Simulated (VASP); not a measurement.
A run of VASP 6.6.1 is set up as follows.

File INCAR:

```
SYSTEM = TePb
ALGO     = Fast           ! electronic algorithm
EDIFF    = 1E-6           ! SCF threshold, eV
ENCUT    = 520            ! plane-wave cutoff, eV
GGA      = PS             ! functional
ISIF     = 2              ! what is computed and relaxed
ISMEAR   = 0              ! smearing method
LASPH    = .TRUE.         ! aspherical terms in the spheres
LCHARG   = .TRUE.         ! write CHGCAR
LELF     = .TRUE.         ! ELF
LREAL    = .FALSE.        ! projectors in reciprocal space
LVHAR    = .TRUE.       
LWAVE    = .FALSE.        ! write WAVECAR
NBANDS   = 17             ! bands
NELM     = 100            ! most SCF steps
PREC     = Accurate       ! precision mode
SIGMA    = 0.02           ! smearing width, eV
```

Contents of KPOINTS:

```
k-points
0
G
  8 8 8
  0 0 0
```

Contents of POSCAR:

```
TePb
1.0
    0.3723958000      3.0294430600      3.1884696200
    3.4166830600     -0.0148442000      3.5757096200
    3.4018388600      3.4018388600      0.0000000000
Te Pb
1 1
Direct
    0.5000000000      0.5000000000      0.4452194932
    0.0000000000      0.0000000000      0.0547805068
```

Potentials or basis: VASP PAW PBE potentials, release 64 (Te, Pb_d).

Run with:

```console
$ cat potpaw_PBE.64/Te/POTCAR potpaw_PBE.64/Pb_d/POTCAR > POTCAR
$ mpirun -np 1 vasp_std > vasp.out
```

Question: Estimate the band gap on the k mesh.

Answer: None (metal or under the smearing width).

Question: What does it give for the pressure?

Answer: 2.2 GPa.

Stress tensor (GPa, compression positive):
```
 5.10 -0.64 -0.88
-0.64  5.10  0.88
-0.88  0.88 -3.58
```

Caveat: the PAW data sets were made with another functional, which shifts forces and pressure a little. The run has no spin-orbit coupling, so splittings on Pb, Te are missing.
